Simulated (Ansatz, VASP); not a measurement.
# One calculation of AlN, two programs

```xyz
4
Lattice="3.1130 0.0000 0.0000 -1.5565 2.6959 0.0000 0.0000 0.0000 4.9810" Properties=species:S:1:pos:R:3 pbc="T T T"
Al    0.0000    1.7973    0.0000
Al    1.5565    0.8986    2.4905
N     0.0000    1.7973    1.8928
N     1.5565    0.8986    4.3833
```

Alike in both runs: task single point; functional PBE-based screened hybrid; k mesh 5 × 5 × 3; no spin polarisation.

|  | VASP | Ansatz |
| --- | --- | --- |
| version | VASP 6.6.1 | Ansatz 0.2.0 |
| potentials or method | VASP PAW PBE potentials, release 64 (Al, N) | plane waves, PAW |
| plane-wave cutoff (eV) | 520 | 420 |
| occupations | gaussian, width 0.01 eV | fixed |
| valence electrons in the cell | 16 | 16 |

|  | VASP | Ansatz | Ansatz less VASP |
| --- | --- | --- | --- |
| gap on the k mesh at the Fermi level (eV) | 5.03 | 5.02 | -0.002 |

Caveats: the k mesh is coarse (spacing up to 0.47 Å⁻¹), so the values aren't converged.
